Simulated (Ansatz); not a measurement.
Crystal: MoS2, a slab with vacuum.

```
Mo S
1.0
     3.18372    0.00000    0.00000
    -1.59186    2.75718    0.00000
     0.00000    0.00000   34.47924
Mo S
4 8
Direct
  0.33333 0.66667 0.09356
  0.33333 0.66667 0.72090
  0.66667 0.33333 0.27910
  0.66667 0.33333 0.90644
  0.66667 0.33333 0.04855
  0.66667 0.33333 0.67591
  0.33333 0.66667 0.23409
  0.33333 0.66667 0.86143
  0.66667 0.33333 0.13857
  0.66667 0.33333 0.76591
  0.33333 0.66667 0.32409
  0.33333 0.66667 0.95145
```

Base run:

```yaml
Program: Ansatz 0.2.0
Functional: r2SCAN
Potentials_or_basis: Ansatz PAW
Cutoff: 500 eV
Density_cutoff: 2000 eV
k_mesh: 10 × 10 × 1
Occupations: fermi-dirac, width 0.05 eV
Spin: no spin polarisation
```

Its results: band gap on the k mesh 1.31 eV, indirect (least direct gap 1.98 eV); largest force 0.020 eV/Å.

Task: The run is repeated on the same cell with these changes: functional from r2SCAN to PBEsol; cutoff from 500 eV to 420 eV; density cutoff from 2000 eV to 1680 eV. What comes out?

Result: Band gap on the k mesh 1.22 eV, indirect (least direct gap 1.87 eV); largest force 0.147 eV/Å.

Caveats: the PAW data sets come from PBE, with cores solved anew for the run's functional, which leaves a small shift of forces and pressure; the density of states is complete only up to the lowest level of the last band computed.

A k mesh can miss the band edges.

Not every run made on this cell is shown here.
